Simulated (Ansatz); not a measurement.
# Al: the cost of one run

Computed with Ansatz 0.2.0 (DFT PBE, scalar-relativistic, plane waves, PAW, unless a step's input says otherwise).

4 further runs of the same task are left out: 1 that didn't finish, 3 set aside as unsound or not needed.

## 1. The starting structure

It takes space group Im-3m (No. 229, cubic). Conventional cell: a = 3.235 Å, b = 3.235 Å, c = 3.235 Å, α = 90.00°, β = 90.00°, γ = 90.00°. Al (site symmetry m-3m) has 8 Al at 2.80 Å as nearest neighbours.

Coordinates:

```cif
data_structure
_symmetry_space_group_name_H-M 'P 1'
_symmetry_Int_Tables_number 1
_cell_length_a 5.6032
_cell_length_b 5.6032
_cell_length_c 5.6032
_cell_angle_alpha 109.471
_cell_angle_beta 109.471
_cell_angle_gamma 109.471
_cell_volume 135.42
loop_
_atom_site_label
_atom_site_type_symbol
_atom_site_fract_x
_atom_site_fract_y
_atom_site_fract_z
_atom_site_occupancy
Al1 Al 0.50000 0.50000 0.50000 1
Al2 Al 0.00000 0.50000 0.50000 1
Al3 Al 0.50000 0.00000 0.50000 1
Al4 Al 0.00000 0.00000 0.50000 1
Al5 Al 0.50000 0.50000 0.00000 1
Al6 Al 0.00000 0.50000 0.00000 1
Al7 Al 0.50000 0.00000 0.00000 1
Al8 Al 0.00000 0.00000 0.00000 1
```

It goes back to an entry of the Materials Project, which need not be the stable form.

It is built from the cell relaxed beforehand with the same method (16.93 Å³/atom).

## 2. Zero of energy

The cell is repeated 8 times, 8 atoms in all. Reference values: F = -4299.2767 eV; pressure -0.02 GPa; largest force 0.000 eV/Å; gap on the mesh none (metal). It was computed beforehand with the settings of the runs below.

## 3. The scan: moving one atom along a line

Atom 1 (Al) is moved by x along the Cartesian unit vector (0.000, 0.000, 1.000); the cell and all other atoms stay fixed. Forces below are components along that vector, summed over the moved atoms. In a periodic cell its images move with it.

## 4. At x = -0.100 Å

Contents of input.yaml:

```yaml
crystal:
  lattice:
    - [-3.2350204435, -3.2350204435, 3.2350204435]
    - [-3.2350204435, 3.2350204435, -3.2350204435]
    - [3.2350204435, -3.2350204435, -3.2350204435]
  atoms:
    - { symbol: Al, position: [0.5, 0.5154558529, 0.5154558529] }
    - { symbol: Al, position: [0.0, 0.5, 0.5] }
    - { symbol: Al, position: [0.5, 0.0, 0.5] }
    - { symbol: Al, position: [0.0, 0.0, 0.5] }
    - { symbol: Al, position: [0.5, 0.5, 0.0] }
    - { symbol: Al, position: [0.0, 0.5, 0.0] }
    - { symbol: Al, position: [0.5, 0.0, 0.0] }
    - { symbol: Al, position: [0.0, 0.0, 0.0] }
basis:
  ecutwfc: 420
kpoints:
  mp_grid: { grid: [14, 14, 14] }
hamiltonian:
  xc: pbe
scf:
  occupations: { method: gaussian, width: 0.15 }
output:
  forces: true
  stress: true
  eigenvalues: true
```

Launch:

```console
$ ansatz run input.yaml --threads 1 --pin off --max-ram 2560MiB --backend cpu --events-out ev --progress --plain --runs-dir out
```

What time and memory should one allow on 1 thread of Intel Xeon Platinum 8259CL at 2.50GHz (Skylake/Cascade Lake), shared host?

About 45 s, with a peak of 0.84 GiB.
